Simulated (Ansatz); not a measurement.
Crystal: CuI (Marshite).

```
I Cu
1.0
     0.00000    3.03150    3.03150
     3.03150    0.00000    3.03150
     3.03150    3.03150    0.00000
I Cu
1 1
Direct
  0.00000 0.00000 0.00000
  0.75000 0.75000 0.75000
```

Program: Ansatz 0.2.0. Alike in all runs: cell as given; k mesh 8 × 8 × 8; smearing methfessel-paxton 0.05 eV. Hardware: 1 thread of Arm Neoverse V1, on a shared host.

**Question.** Order these runs on this cell by their wall time, lowest first.
A. task atomic charges; level r2SCAN+D4; potentials or basis Ansatz PAW; spin off; cutoff (eV) 500
B. task projected density of states; level rPW86-PBE; potentials or basis Ansatz PAW; spin SOC, no magnetisation; cutoff (eV) 420
C. task single point; level r2SCAN; potentials or basis Ansatz NC; spin SOC, no magnetisation; cutoff (eV) 1260; other keys scf.convergence.dr2_threshold = 1e-09; scf.n_extra_bands = 1

**Answer.** A (28 s), B (57 s), C (200 s).

Caveats: spin-orbit coupling is left out, which moves the levels of the heavy elements (some runs).

Runs at the PBE level aren't shown here.
